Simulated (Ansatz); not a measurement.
## 3-layer 2H-WS2 (2H stacking) in a perpendicular field

Aim: how the 3-layer 2H-WS2 (2H stacking) screens a field along its normal, and what the field does to its bands. A positive field points along +c.

Program: Ansatz 0.2.0. Level of theory: plane-wave DFT, PBE-D3(BJ), Ansatz PAW. Results are calculated unless marked as measured.

### 1. The structure

The cell holds 9 atoms: 6 S and 3 W. Cell: a = 3.180 Å, b = 3.180 Å, c = 63.827 Å, α = 90.0°, β = 90.0°, γ = 120.0°. Regions: layer 1: 2H-WS2, 3 atoms (2 S and 1 W); layer 2: 2H-WS2, 3 atoms (2 S and 1 W); layer 3: 2H-WS2, 3 atoms (2 S and 1 W). Vacuum lies along c.

### 2. Relaxation

The starting cell is a guess, so the in-plane lattice and the atoms are relaxed first, with the slab cut off from its images along the normal.

input.yaml

```yaml
crystal:
  lattice:
    - [3.18, 0.0, 0.0]
    - [-1.59, 2.753960784, 0.0]
    - [0.0, 0.0, 63.8268607003]
  atoms:
    - { symbol: S, position: [0.3333333333, 0.6666666667, 0.3713170245] }
    - { symbol: W, position: [0.0, 0.0, 0.3985439647] }
    - { symbol: S, position: [0.3333333333, 0.6666666667, 0.4257709048] }
    - { symbol: S, position: [0.0, 0.0, 0.4727730599] }
    - { symbol: W, position: [0.3333333333, 0.6666666667, 0.5] }
    - { symbol: S, position: [0.0, 0.0, 0.5272269401] }
    - { symbol: S, position: [0.3333333333, 0.6666666667, 0.5742290952] }
    - { symbol: W, position: [0.0, 0.0, 0.6014560353] }
    - { symbol: S, position: [0.3333333333, 0.6666666667, 0.6286829755] }
  periodic: [true, true, false]
kpoints:
  mp_grid: { grid: [12, 12, 1] }
hamiltonian:
  xc: pbe
  dispersion: d3bj
scf:
  occupations: { method: fermi_dirac, width: 0.05 }
  convergence: { dr2_threshold: 1.0e-09 }
relax:
  f_tol: 0.004
  max_steps: 90
  cell: {}
output:
  write_potential: true
  write_density: true
  volumetric_format: npy
```

Started as:

```console
$ ansatz run input.yaml --threads 4 --pin off --max-ram 8192MiB --backend cpu --events-out ev --progress --plain --runs-dir out
```

Numbers of over 12 decimals in the logs are rounded to 6 here.

The log of the run:

```text
Warning: relax.cell: scf.convergence.dr2_threshold = 1e-9 eV is looser than the 1.28869860489e-10 eV advised for a relaxation that steers and ends on the stress (1e-10 eV for each atom of the cell: 9, times the square of relax.cell.stress_2d_tol = 0.05 N/m over 26.4 Å (the atoms' height at the walk's start and 5 Å past either face), 1.892e-2 GPa, over a crystal's default 0.05). What an SCF threshold leaves in a stress goes as its square root, and in the free energy as the threshold itself, and one threshold admits the most on a small cell: [figures from the program's tests cut] Set scf.convergence.dr2_threshold to 1.28869860489e-10 eV or tighter. [rest of the remark cut]
Engine: ansatz 0.2.0, x86_64-unknown-linux-gnu
Pseudopotentials: kind: paw
Pseudopotential: S, paw, valence charge 6, recommended cutoff 420 eV (normal), S.paw.azcp
Pseudopotential: W, paw, valence charge 14, recommended cutoff 420 eV (normal), W.paw.azcp
Functional definition: PBE
  parameter kappa = 0.804
  parameter beta = 0.066725
  exchange = pbe_x(kappa = kappa, mu = beta*pi^2/3)
  correlation = pbe_c(beta = beta)
Crystal: 9 atoms, lattice volume = 558.970 Å³
Basis set: ecut = 420 eV, 11001 PW (Γ), exchange–correlation on 48×48×864 points (8 copies of the dense FFT grid, shifted against one another)
Bands: 48, of which v1, the nominal top of the filled ones, is band 39 counted from 1 (38 counted from 0)
Symmetry: 12 space group operations
Space group: P-6m2 (ITA 187), of the structure as read, at distance tolerance 8.2e-5 Å
k-points: 19 of 144 (time reversal used)
Non-local potential: S, projectors of the file, l = 0: 2, l = 1: 2, l = 2: 2
Non-local potential: W, projectors of the file, l = 0: 3, l = 1: 2, l = 2: 2, l = 3: 1
PAW form: soft (Blöchl's): semilocal exchange-correlation on the pseudo side does not see the compensation charge
PAW one-centre angular grid: S, 110 points (default); XC on 64 Gauss nodes
PAW one-centre angular grid: W, 590 points (default); XC on 64 Gauss nodes
Initial density: superposition of atomic densities (neutral atoms: chi_scale 0, normalization atom), corrected by the library's trained network
Initial wavefunctions: pseudopotential atomic-orbital guess
Functional: x = pbe(κ = 0.804, μ = 0.219515), c = pbe(β = 0.066725)
SCF iter   1: F=—  HF=-36576.121557 eV  |F-HF|=—  |Δ(HF+E_count)|=         —  Δρ=2.86e-3  dr2=9.36e-2  ethr=1.77e-3  ⟨swp⟩=12.9  Hψ=5947  notcnv=0
preconditioner: auto → Resta (q_TF=auto, 1.965 Å⁻¹)  ε∞=3.2  [insulator: Δε(μ)=1.067 eV  Ē_g=7.699 eV  σ=0.050 eV  W_gap=1.00  n_scr=38 (ndim 8)  ℏωp=11.5 eV  f_vac=0.685  D(μ)=0.00/eV (n_scr^D=0)  ε∞_Penn≈3.2  vacuum switching on, ρ_ref=4.3e-3 e/Å³]
SCF iter   2: F=—  HF=-36576.143727 eV  |F-HF|=—  |Δ(HF+E_count)|=   2.22e-2  Δρ=2.14e-3  dr2=1.48e-1  ethr=1.20e-4  ⟨swp⟩=4.2  Hψ=2268  notcnv=0  defer=52
SCF iter   3: F=—  HF=-36576.135925 eV  |F-HF|=—  |Δ(HF+E_count)|=   7.80e-3  Δρ=1.18e-3  dr2=6.10e-3  ethr=1.20e-4  ⟨swp⟩=2.7  Hψ=1617  notcnv=0  defer=52
SCF iter   4: F=—  HF=-36576.140364 eV  |F-HF|=—  |Δ(HF+E_count)|=   4.44e-3  Δρ=3.50e-4  dr2=1.92e-3  ethr=7.82e-6  ⟨swp⟩=3.2  Hψ=1914  notcnv=0  defer=52
SCF iter   5: F=—  HF=-36576.140196 eV  |F-HF|=—  |Δ(HF+E_count)|=   1.68e-4  Δρ=8.45e-5  dr2=1.19e-4  ethr=2.46e-6  ⟨swp⟩=3.0  Hψ=1554  notcnv=0  defer=52
SCF iter   6: F=—  HF=-36576.140210 eV  |F-HF|=—  |Δ(HF+E_count)|=   1.39e-5  Δρ=3.41e-5  dr2=7.31e-6  ethr=1.52e-7  ⟨swp⟩=3.4  Hψ=1965  notcnv=0  defer=52
SCF iter   7: F=—  HF=-36576.140211 eV  |F-HF|=—  |Δ(HF+E_count)|=   1.89e-6  Δρ=9.63e-6  dr2=1.68e-6  ethr=9.37e-9  ⟨swp⟩=3.5  Hψ=2040  notcnv=0  defer=52
SCF iter   8: F=—  HF=-36576.140216 eV  |F-HF|=—  |Δ(HF+E_count)|=   5.00e-6  Δρ=7.64e-6  dr2=1.14e-6  ethr=2.15e-9  ⟨swp⟩=3.1  Hψ=1683  notcnv=0  defer=53
SCF iter   9: F=—  HF=-36576.140216 eV  |F-HF|=—  |Δ(HF+E_count)|=   1.73e-7  Δρ=3.15e-6  dr2=1.82e-7  ethr=1.46e-9  ⟨swp⟩=2.8  Hψ=1489  notcnv=0  defer=53
SCF iter  10: F=—  HF=-36576.140216 eV  |F-HF|=—  |Δ(HF+E_count)|=   2.29e-8  Δρ=9.32e-7  dr2=7.96e-9  ethr=2.34e-10  ⟨swp⟩=2.9  Hψ=1634  notcnv=0  defer=53
SCF iter  11: F=-36576.140216 eV  HF=-36576.140216 eV  |F-HF|=2.34e-9  |Δ(HF+E_count)|=   2.14e-8  Δρ=2.19e-7  dr2=4.31e-10  ethr=1.28e-12  ⟨swp⟩=10.9  Hψ=9027  notcnv=0
SCF 1 converged in 11 iterations: F = -36576.140216 eV  dr2 = 4.31e-10
  greatest PAW one-centre occupation: 1.000 electrons in one spin orbital (limit 2), on the W atom at site 7 (counted from 0), in its partial waves of l = 0
relax step   1: F+E_penalty+E_count = -36576.14021635 eV  Δ(F+E_penalty+E_count) = +0.000e0 eV  max|allowed force component| = 2.684e0 eV/Å  Δτ_max = 0.0000 Å  P = -19.570 N/m  Ω = 558.970 Å³  fix = [c, alpha, beta]  reactions: c -0.000 N/m  (11 SCF iters, accepted)
Crystal: 9 atoms, lattice volume = 552.008 Å³
Basis set: ecut = 420 eV, 10641 PW (Γ), exchange–correlation on 48×48×864 points (8 copies of the dense FFT grid, shifted against one another)
Initial density: handed on by an earlier stage of this run
Initial wavefunctions: those handed on with the density
iter 1 solved again at ethr=9.65e-4 eV; its pass at ethr=3.10e-3 eV (dr2=7.53e-1 eV) is discarded
SCF iter   1: F=—  HF=-36577.702316 eV  |F-HF|=—  |Δ(HF+E_count)|=         —  Δρ=9.12e-3  dr2=8.01e-1  ethr=9.65e-4  ⟨swp⟩=2.0  Hψ=7010  notcnv=0
eigensolver tolerance schedule calibrated: the retry pair's looser diagonalisation under-reported the residual by θ = 0.06 (0.12/decade); ethr = c·dr2/N_el runs at the constant in force after the calibration composes with the one it found (an armed cap, an earlier calibration), c = 7.2e-2
preconditioner: auto → Resta (q_TF=auto, 1.969 Å⁻¹)  ε∞=2.9  [insulator: Δε(μ)=1.286 eV  Ē_g=8.425 eV  σ=0.050 eV  W_gap=1.00  n_scr=40 (ndim 8)  ℏωp=11.6 eV  f_vac=0.693  D(μ)=0.00/eV (n_scr^D=0)  ε∞_Penn≈2.9  vacuum switching on, ρ_ref=5.1e-3 e/Å³]
SCF iter   2: F=—  HF=-36577.585761 eV  |F-HF|=—  |Δ(HF+E_count)|=   1.17e-1  Δρ=4.66e-3  dr2=2.22e-1  ethr=7.40e-4  ⟨swp⟩=4.2  Hψ=1898  notcnv=0  defer=2
SCF iter   3: F=—  HF=-36577.547366 eV  |F-HF|=—  |Δ(HF+E_count)|=   3.84e-2  Δρ=2.49e-3  dr2=2.93e-2  ethr=2.06e-4  ⟨swp⟩=3.9  Hψ=1916  notcnv=0  defer=36
SCF iter   4: F=—  HF=-36577.543165 eV  |F-HF|=—  |Δ(HF+E_count)|=   4.20e-3  Δρ=5.65e-4  dr2=2.01e-3  ethr=2.71e-5  ⟨swp⟩=3.1  Hψ=1840  notcnv=0  defer=36
SCF iter   5: F=—  HF=-36577.543410 eV  |F-HF|=—  |Δ(HF+E_count)|=   2.46e-4  Δρ=2.43e-4  dr2=2.72e-3  ethr=1.86e-6  ⟨swp⟩=3.2  Hψ=1910  notcnv=0  defer=34
[...]
SCF iter  10: F=—  HF=-36577.632859 eV  |F-HF|=—  |Δ(HF+E_count)|=   7.70e-8  Δρ=2.57e-6  dr2=1.19e-7  ethr=4.80e-10  ⟨swp⟩=3.4  Hψ=1920  notcnv=0  defer=25
SCF iter  11: F=—  HF=-36577.632859 eV  |F-HF|=—  |Δ(HF+E_count)|=  8.37e-10  Δρ=8.36e-7  dr2=1.12e-8  ethr=1.53e-10  ⟨swp⟩=2.6  Hψ=1434  notcnv=0  defer=25
SCF iter  12: F=—  HF=-36577.632859 eV  |F-HF|=—  |Δ(HF+E_count)|=   2.93e-9  Δρ=2.58e-7  dr2=2.26e-9  ethr=1.44e-11  ⟨swp⟩=3.3  Hψ=1941  notcnv=0  defer=25
SCF iter  13: F=-36577.632859 eV  HF=-36577.632859 eV  |F-HF|=6.91e-10  |Δ(HF+E_count)|=  2.33e-10  Δρ=1.60e-7  dr2=3.44e-10  ethr=1.28e-12  ⟨swp⟩=12.6  Hψ=7716  notcnv=0
SCF 3 converged in 13 iterations: F = -36577.632859 eV  dr2 = 3.44e-10
  greatest PAW one-centre occupation: 1.000 electrons in one spin orbital (limit 2), on the W atom at site 4 (counted from 0), in its partial waves of l = 0
relax step   3: F+E_penalty+E_count = -36577.63285941 eV  Δ(F+E_penalty+E_count) = -8.976e-2 eV  max|allowed force component| = 1.587e-1 eV/Å  Δτ_max = 0.1922 Å  P = -0.422 N/m  Ω = 549.015 Å³  energy of the carried Pulay correction = +4.356e-4 eV  fix = [c, alpha, beta]  reactions: c -0.000 N/m  (13 SCF iters, accepted)
[...]
relax step   4: F+E_penalty+E_count = -36577.65938837 eV  Δ(F+E_penalty+E_count) = -2.653e-2 eV  max|allowed force component| = 7.480e-2 eV/Å  Δτ_max = 0.1948 Å  P = -0.063 N/m  Ω = 549.808 Å³  energy of the carried Pulay correction = +4.006e-4 eV  fix = [c, alpha, beta]  reactions: c -0.000 N/m  (13 SCF iters, accepted)
[...]
relax step   5: F+E_penalty+E_count = -36577.66110810 eV  Δ(F+E_penalty+E_count) = -1.720e-3 eV  max|allowed force component| = 7.832e-3 eV/Å  Δτ_max = 0.0768 Å  P = -0.046 N/m  Ω = 550.671 Å³  energy of the carried Pulay correction = +3.626e-4 eV  fix = [c, alpha, beta]  reactions: c -0.000 N/m  (11 SCF iters, accepted)
[...]
relax step   6: F+E_penalty+E_count = -36577.66131192 eV  Δ(F+E_penalty+E_count) = -2.038e-4 eV  max|allowed force component| = 2.029e-2 eV/Å  Δτ_max = 0.0254 Å  P = +0.018 N/m  Ω = 550.640 Å³  energy of the carried Pulay correction = +3.640e-4 eV  fix = [c, alpha, beta]  reactions: c +0.000 N/m  (10 SCF iters, accepted)
[...]
relax step   7: F+E_penalty+E_count = -36577.66136155 eV  Δ(F+E_penalty+E_count) = -4.963e-5 eV  max|allowed force component| = 6.457e-4 eV/Å  Δτ_max = 0.0039 Å  P = -0.008 N/m  Ω = 550.538 Å³  energy of the carried Pulay correction = +3.685e-4 eV  fix = [c, alpha, beta]  reactions: c -0.000 N/m  (9 SCF iters, accepted)
Initial wavefunctions: pseudopotential atomic-orbital guess (no wavefunctions were taken with the density)
iter 1 solved again at ethr=1.38e-7 eV; its pass at ethr=3.10e-3 eV (dr2=1.07e-4 eV) is discarded
SCF iter   1: F=—  HF=-36577.660992 eV  |F-HF|=—  |Δ(HF+E_count)|=         —  Δρ=1.38e-5  dr2=1.53e-7  ethr=1.38e-7  ⟨swp⟩=7.2  Hψ=11283  notcnv=0
preconditioner: auto → Resta (q_TF=auto, 1.970 Å⁻¹)  ε∞=2.9  [insulator: Δε(μ)=1.135 eV  Ē_g=8.442 eV  σ=0.050 eV  W_gap=1.00  n_scr=40 (ndim 8)  ℏωp=11.6 eV  f_vac=0.703  D(μ)=0.00/eV (n_scr^D=0)  ε∞_Penn≈2.9  vacuum switching on, ρ_ref=5.2e-3 e/Å³]
SCF iter   2: F=—  HF=-36577.660938 eV  |F-HF|=—  |Δ(HF+E_count)|=   5.40e-5  Δρ=7.04e-6  dr2=4.48e-8  ethr=1.96e-10  ⟨swp⟩=5.5  Hψ=3396  notcnv=0
SCF iter   3: F=—  HF=-36577.660938 eV  |F-HF|=—  |Δ(HF+E_count)|=   2.81e-8  Δρ=2.05e-6  dr2=6.11e-8  ethr=5.74e-11  ⟨swp⟩=2.9  Hψ=1933  notcnv=0
SCF iter   4: F=-36577.660938 eV  HF=-36577.660938 eV  |F-HF|=9.31e-10  |Δ(HF+E_count)|=   7.78e-9  Δρ=4.05e-7  dr2=2.41e-10  ethr=1.28e-12  ⟨swp⟩=17.5  Hψ=10471  notcnv=0
SCF 8 converged in 4 iterations: F = -36577.660938 eV  dr2 = 2.41e-10
relax step   8: F+E_penalty+E_count = -36577.66093808 eV  Δ(F+E_penalty+E_count) = +4.235e-4 eV  max|allowed force component| = 5.846e-4 eV/Å  Δτ_max = 0.0000 Å  P = -0.002 N/m  Ω = 550.538 Å³  fix = [c, alpha, beta]  reactions: c -0.000 N/m  stress off target by 1.60e-3 N/m on what of the cell is left free  SCF on the basis re-selected at this cell (its energy is not comparable with the rows above)  (4 SCF iters)
basis re-selected at this cell: Δ(F+E_penalty+E_count) = +4.235e-4 eV, ΔP = +0.006 N/m vs the last step (what re-selecting the basis moved, of the pressure what is left beyond the Pulay correction that the steps carried, after the strain that the cell walked since its last selection, with what the two solves' SCF thresholds leave and, on support functions, any second-order correction that the steps lacked; it is no m [...]
SCF converged after 4 iterations
Free energy (F): -36577.660938 eV
Harris-Foulkes:  -36577.660938 eV  (|F-HF|=9.31e-10)
Internal energy: -36577.660938 eV  (E = F + TS)
E sigma→0 (E₀):  -36577.660938 eV
Entropy (-TS):   -0.000001 eV (-0.000 meV/atom)
Fermi energy:    -4.612801 eV
--- Per-component energies (eV) ---
  E_band       = -1867.816388
  E_kinetic    = 2000.862776
  E_local      = -647585.076391  (includes V_loc(G=0)·N_el)
  E_nonlocal   = 172.109006
  E_hartree    = 322597.959960
  E_xc         = -1387.335239
  E_vxc        = -1246.276872  (∫ρ·V_xc dr)
  E_paw        = -29289.459923  (= ΣΔE_a)
  E_vpaw       = -405.354055  (= ΣTr[D̂ρ^β])
  E_aug_tail   = -0.000187  (compensation charges beyond the density's cutoff)
  E_ewald      = 316916.796571
  E_disp       = -3.517513  (pairwise vdW)
  E_smearing   = -0.000001  (= −TS)
  E_closure    = 0.000000  (closes the sum)
  Σ components = -36577.660938   (vs F -36577.660938, Δ=0.00e0)
--- Forces (eV/Å), atoms counted from 1 ---
  atom   1  S      0.00000000    -0.00000000     0.00017120
  atom   2  W     -0.00000000     0.00000000     0.00041052
  atom   3  S     -0.00000000    -0.00000000     0.00003622
  atom   4  S      0.00000000     0.00000000     0.00058462
  atom   5  W      0.00000000    -0.00000000     0.00000000
  atom   6  S      0.00000000     0.00000000    -0.00058462
  atom   7  S      0.00000000    -0.00000000    -0.00003622
  atom   8  W     -0.00000000     0.00000000    -0.00041052
  atom   9  S      0.00000000    -0.00000000    -0.00017120
  max |Σ_I F_I| component: 1.27e-17 eV/Å
--- 2D stress c σ (N/m, compression-positive) ---
       -0.001595      -0.000000       0.000000
        0.000000      -0.001595       0.000000
        0.000000       0.000000       0.000000
  P = ½ c Tr σ = -0.0016 N/m
--- Band table (eV; the first three rows and the last of 19) ---
  k-point 0: bands = [... 35 lower, -7.0387, -6.1030, -5.5025, -5.1352, -2.7775, -2.7775, -2.7697, -2.7697, ... 5 higher]
  k-point 1: bands = [... 35 lower, -6.7536, -6.1091, -5.6106, -5.3425, -2.8963, -2.8793, -2.8599, -2.8525, ... 5 higher]
  k-point 2: bands = [... 35 lower, -6.7648, -6.2329, -6.0109, -5.9275, -3.4498, -3.2715, -3.0606, -3.0282, ... 5 higher]
  k-point 18: bands = [... 35 lower, -8.0294, -5.7925, -5.7033, -5.6218, -3.7682, -3.7556, -3.7555, -2.9141, ... 5 higher]
  the weakly bound empty levels are not read free of the cell's end (no_gap_told)
--- Relaxed structure (7 steps of the walk, 7 accepted, 1 SCFs on fresh bases) ---
  F+E_penalty+E_count = -36577.66093808 eV   max|allowed force component| = 5.846e-4 eV/Å   (the final SCF, on the basis selected at the relaxed cell)
  cell:  # Å, volume = 550.5376 Å³
    - [3.155923, -2.6730664084382735e-18, 0.0]
    - [-1.577962, 2.733110, 0.0]
    - [0.0, 0.0, 63.8268607003]
  atoms:
    - { symbol: S, position: [0.333333, 0.666667, 0.380048] }
    - { symbol: W, position: [0, -2.1701890401338503e-17, 0.404752] }
    - { symbol: S, position: [0.333333, 0.666667, 0.429427] }
    - { symbol: S, position: [0, -2.1701890401338512e-17, 0.475335] }
    - { symbol: W, position: [0.333333, 0.666667, 0.5] }
    - { symbol: S, position: [0, -2.1701890401338506e-17, 0.524665] }
    - { symbol: S, position: [0.333333, 0.666667, 0.570573] }
    - { symbol: W, position: [0, -2.1701890401338503e-17, 0.595248] }
    - { symbol: S, position: [0.333333, 0.666667, 0.619952] }
```

Run time: 5.5 min. Hardware: 4 threads of Intel Xeon at 2.50GHz (Skylake/Cascade Lake), shared host; peak memory 1.2 GiB; 15 min of CPU time.

Relaxation path:

| step | energy less that of the first step (eV) | largest force component (eV/Å) | volume (Å³) |
| --- | --- | --- | --- |
| 1 | 0.0000 | 2.6844 | 558.97 |
| 2 | -1.4029 | 0.6736 | 552.01 |
| 3 | -1.4926 | 0.1587 | 549.02 |
| 4 | -1.5192 | 0.0748 | 549.81 |
| 5 | -1.5209 | 0.0078 | 550.67 |
| 6 | -1.5211 | 0.0203 | 550.64 |
| 7 | -1.5211 | 0.0006 | 550.54 |
| 8* | -1.5207 | 0.0006 | 550.54 |

Relaxation steps marked * repeat the geometry before them on a plane-wave basis chosen anew for their cell, so energy and pressure can jump there.

The run keeps the 12 symmetry operations that it works with, so distortions that break them were not tested.

| cell as run | before | after | change |
| --- | --- | --- | --- |
| a (Å) | 3.180 | 3.156 | -0.8 % |
| b (Å) | 3.180 | 3.156 | -0.8 % |

The atoms that moved most (Å, along periodic axes as changes of fractional coordinates times the final cell, across vacuum about the mean position):

| atom | dx | dy | dz | length |
| --- | --- | --- | --- | --- |
| S9 | 0.000 | 0.000 | -0.557 | 0.557 |
| S1 | 0.000 | 0.000 | 0.557 | 0.557 |
| W2 | 0.000 | 0.000 | 0.396 | 0.396 |
| W8 | 0.000 | 0.000 | -0.396 | 0.396 |
| S3 | 0.000 | 0.000 | 0.233 | 0.233 |
| S7 | 0.000 | 0.000 | -0.233 | 0.233 |
| S4 | 0.000 | 0.000 | 0.164 | 0.164 |
| S6 | 0.000 | 0.000 | -0.164 | 0.164 |

The lattice constant a goes from 3.180 to 3.156 Å.

(Continued in part 2 of 3.)

[Logs are printed without paths, hosts, clocks, repeated set-up lines and the standing remarks that a program may print on its own settings, such as how far it seeks lower states.]

[Hosts, paths, dates, database ids (printed as entryN), source tags and the programs' standing remarks are cut or masked in the printed files.]

[Maps of the electrostatic potential energy from Ansatz leave out the sawtooth potential of an applied field or a dipole correction, so their vacuum need not be flat; planar profiles and work functions include it.]
